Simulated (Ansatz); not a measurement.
# Two structures of Be: comparison of enthalpies under pressure

One table from this session's results is given with a row withheld; the runs are named, their logs left out.

All numbers are computed with the Python package of Ansatz 0.2.0. Level of theory: DFT PBE, plane waves, PAW.

**Starting point**

Be Fd-3m: It takes space group Fd-3m (No. 227, cubic). Conventional cell: a = 4.380 Å, b = 4.380 Å, c = 4.380 Å, α = 90.00°, β = 90.00°, γ = 90.00°. Around Be (site symmetry -43m) lie 4 Be at 1.90 Å.

Be P6_3/mmc: The structure is hexagonal, space group P6_3/mmc (No. 194). The conventional cell has a = 2.250 Å, b = 2.250 Å, c = 3.674 Å, α = 90.00°, β = 90.00°, γ = 120.00°. Around Be (site symmetry -6m2) lie 12 Be at 2.25 Å.

No structure file is read: the coordinates are typed or built in the script.

Set-up of the first run:

Input file transition.py:

```python
"""Pressure at which two phases of Be cross."""

import warnings

import ansatz as az
import numpy as np
import pandas as pd

CUTOFF = 470
K_SPACING = 0.33
OCCUPATIONS = "cold"
WIDTH_EV = 0.1


def diamond(first, a):
    return az.Crystal.diamond(first, a=a)


def hcp(first, a):
    return (
        az.Lattice.from_parameters(a, a, 1.633 * a, alpha=90, beta=90, gamma=120)
        .space_group(194)
        .atom(first, (1 / 3, 2 / 3, 0.25))
    )


def compute(name, crystal, pressure=0.0):
    calc = crystal.calculation()
    calc = calc.basis(CUTOFF)
    calc = calc.functional(az.Functional.PBE).kpoints(spacing=K_SPACING)
    calc = calc.occupations(OCCUPATIONS, width=WIDTH_EV)
    calc = calc.relax(force_tolerance=0.01, cell=True, pressure=pressure)
    return calc.run()


def volume_per_atom(outcome):
    return abs(np.linalg.det(outcome.lattice.cell_ang)) / len(outcome.lattice.sites)

warnings.simplefilter("ignore", az.DeckWarning)

phases = {}
phases["diamond"] = diamond("Be", 4.38)
phases["hcp"] = hcp("Be", 2.25)

# enthalpy per atom at each pressure
pressures = [0, 10, 20, 30]
enthalpy, volume = {name: [] for name in phases}, {name: [] for name in phases}
for p in pressures:
    for name, crystal in phases.items():
        o = compute(name, crystal, pressure=p)
        volume[name].append(volume_per_atom(o))
        enthalpy[name].append(o.report["energy_sigma0_ev"] / len(o.lattice.sites) + p * volume[name][-1] / 160.21766)
gap = np.array(enthalpy["hcp"]) - np.array(enthalpy["diamond"])
rows = [(p, va, vb, 1000 * d) for p, va, vb, d in zip(pressures, volume["diamond"], volume["hcp"], gap)]
print(pd.DataFrame(rows, columns=["P (GPa)", "V diamond (A^3/atom)", "V hcp (A^3/atom)", "H(hcp) - H(diamond) (meV/atom)"]).round(4).to_string(index=False))
crossings = [p0 - g0 * (p1 - p0) / (g1 - g0) for p0, p1, g0, g1 in zip(pressures, pressures[1:], gap, gap[1:]) if g0 * g1 < 0]
print("crossing near", [round(float(p), 1) for p in crossings], "GPa") if crossings else print("no crossing in this range")
```

On the command line:

```sh
$ python transition.py
```

Steps of the session up to this table: Launch.

One of the session's tables, all rows but one given; the rest of the session is left out.

Enthalpy H = E + pV of the second structure less the first:

```
pressure (GPa)  ΔH (meV/atom)
             0        -1631.9
            10        -1990.1
            20              ?
            30        -2506.9
```

Q: Estimate the row for pressure (GPa) = 20 from the others.

Worked estimate for «ΔH (meV/atom)». A straight line through the neighbours (10, -1990.1) and (30, -2506.9) gives -1990.1 + (-2506.9 + 1990.1) × (20 − 10) / (30 − 10) = -2248.5; a parabola fitted to 3 rows on both sides gives -2281.8.

As computed: ΔH (meV/atom): -2269.8. In «ΔH (meV/atom)» the line misses by +21.3 and the parabola by -12.0.

To keep in mind: Caveats:
- At a fixed pressure a relaxation lowers the enthalpy F + PV, while F alone can rise.
- For the metals among these cells the mesh is coarse, so their volumes and pressures are rough.
- Only these two structures are compared, at zero temperature and with their symmetry kept; either may be hypothetical, and another phase may be lower than both.
